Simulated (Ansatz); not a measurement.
Input of an Ansatz 0.2.0 run:

input.yaml

```yaml
crystal:
  lattice:
    - [5.0690738885, 0.0, 0.0]
    - [-2.5345369442, 4.3899467611, 0.0]
    - [0.0, 0.0, 8.55848854]
  atoms:
    - { symbol: Si, position: [0.3333333333, 0.6666666667, 0.4371258] }
    - { symbol: Si, position: [0.3333333333, 0.6666666667, 0.0628742] }
    - { symbol: Si, position: [0.6666666667, 0.3333333333, 0.5628742] }
    - { symbol: Si, position: [0.6666666667, 0.3333333333, 0.9371258] }
    - { symbol: O, position: [0.421258745, 0.0, 0.0] }
    - { symbol: O, position: [0.3333333333, 0.6666666667, 0.25] }
    - { symbol: O, position: [0.6666666667, 0.3333333333, 0.75] }
    - { symbol: O, position: [0.0, 0.578741255, 0.5] }
    - { symbol: O, position: [0.578741255, 0.578741255, 0.0] }
    - { symbol: O, position: [0.578741255, 0.0, 0.5] }
    - { symbol: O, position: [0.421258745, 0.421258745, 0.5] }
    - { symbol: O, position: [0.0, 0.421258745, 0.0] }
hamiltonian:
  xc: pbesol
  pseudopotentials: { kind: paw }
  dispersion: d4
kpoints:
  mp_grid: { grid: [6, 6, 3] }
scf:
  occupations: { method: fermi_dirac, width: 0.05 }
output:
  forces: true
  stress: true
  eigenvalues: true
relax:
  f_tol: 0.01
  max_steps: 40
  cell: { stress_tol: 0.05 }
```

Potentials or basis: Ansatz PAW.

Run with:

```bash
$ ansatz run input.yaml --threads 4 --pin off --max-ram 11264MiB --backend cpu --events-out ev --progress --plain --runs-dir out
```

Estimate the relaxed volume.

15.68 Å³/atom.

Predict the space group after relaxing (to 0.05 Å).

P6_322 (No. 182).

What does it give for the band gap on the k mesh?

5.58 eV, indirect (least direct gap 5.62 eV).

Predict the relaxed cell.

a = 5.029 Å, b = 5.029 Å, c = 8.589 Å, α = 90.00°, β = 90.00°, γ = 120.00°.

Final structure:
```
Si O
1.0
     5.02936    0.00000    0.00000
    -2.51468    4.35555    0.00000
     0.00000    0.00000    8.58922
Si O
4 8
Direct
  0.33333 0.66667 0.43703
  0.33333 0.66667 0.06297
  0.66667 0.33333 0.56297
  0.66667 0.33333 0.93703
  0.40758 0.00000 0.00000
  0.33333 0.66667 0.25000
  0.66667 0.33333 0.75000
  0.00000 0.59242 0.50000
  0.59242 0.59242 0.00000
  0.59242 0.00000 0.50000
  0.40758 0.40758 0.50000
  0.00000 0.40758 0.00000
```

Caveat: odd divisions of the mesh miss points on the zone boundary, where band edges often lie, so the gap on the mesh can be too wide; the plane-wave basis is chosen anew once the cell has moved, so the energies of steps on either side of that aren't comparable; the pressure holds a Pulay correction of +0.5 GPa for the finite cutoff; the PAW data sets come from PBE, with cores solved anew for the run's functional, which leaves a small shift of forces and pressure. A k mesh can miss the band edges.
